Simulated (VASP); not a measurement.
Write the native input for VASP 6.6.1 that does the following.

* Task: relaxation of cell and atoms
* Functional: PBE
* Potentials or basis: VASP PAW PBE potentials, release 64 (Zr_sv, S)
* Cutoff: 300 eV
* k mesh: 5 × 5 × 3
* Occupations: gaussian, width 0.03 eV
* Spin: no spin polarisation
* Further INCAR settings: ALGO = Normal; EDIFF = 1e-06; IBRION = 2; EDIFFG = -0.01; NSW = 90; ISIF = 3

The structure of ZrS2 lies in POSCAR:

```
ZrS2
1.0
    3.6913825498      0.0000000000      0.0000000000
   -1.8456912749      3.1968310632      0.0000000000
    0.0000000000      0.0000000000      6.0410770100
Zr S
1 2
Direct
    0.0000000000      0.0000000000      0.0000000000
    0.6666666700      0.3333333300      0.7620900300
    0.3333333300      0.6666666700      0.2379099700
```

The cell is a database's computed one.

The input as run:

INCAR

```
SYSTEM = ZrS2
ALGO = Normal ; EDIFF = 1E-6
EDIFFG = -0.01 ; ENCUT = 300
GGA = PE ; IBRION = 2
ISIF = 3 ; ISMEAR = 0
LASPH = .True. ; LCHARG = .False.
LREAL = .False. ; LWAVE = .False.
NELM = 80 ; NSW = 90
PREC = Accurate ; SIGMA = 0.03
```

KPOINTS

```
k-points
0
Gamma
  5 5 3
  0 0 0
```

Potentials or basis: VASP PAW PBE potentials, release 64 (Zr_sv, S).

Run with:

```bash
$ cat potpaw_PBE.64/Zr_sv/POTCAR potpaw_PBE.64/S/POTCAR > POTCAR
$ mpirun -np 1 vasp_std > vasp.out
```

Results of the run:

```json
{
 "Relaxed volume": "24.27 Å³/atom",
 "Relaxed cell": "a = 3.685 Å, b = 3.685 Å, c = 6.194 Å, α = 90.00°, β = 90.00°, γ = 120.00°",
 "Space group after relaxing (to 0.05 Å)": "P-3m1 (No. 164)",
 "Energy gained by relaxing": "0.9 meV/atom",
 "Ionic steps": "12",
 "Pressure after relaxing": "0.0 GPa",
 "Band gap on the k mesh": "1.16 eV, indirect (least direct gap 1.66 eV)"
}
```

Caveat: the cutoff is under 1.25 times the usual one of these potentials, so pressure, stress and relaxed cells hold a basis-set (Pulay) error; an odd mesh through Γ misses points on the zone boundary, where band edges often lie; this functional lacks dispersion, which binds the layers, so the pressure and a relaxed spacing across them are unreliable.

It took 65 s on 1 thread of AMD EPYC 7R13 Processor (Zen 3) (shared host), peak memory 0.12 GiB.
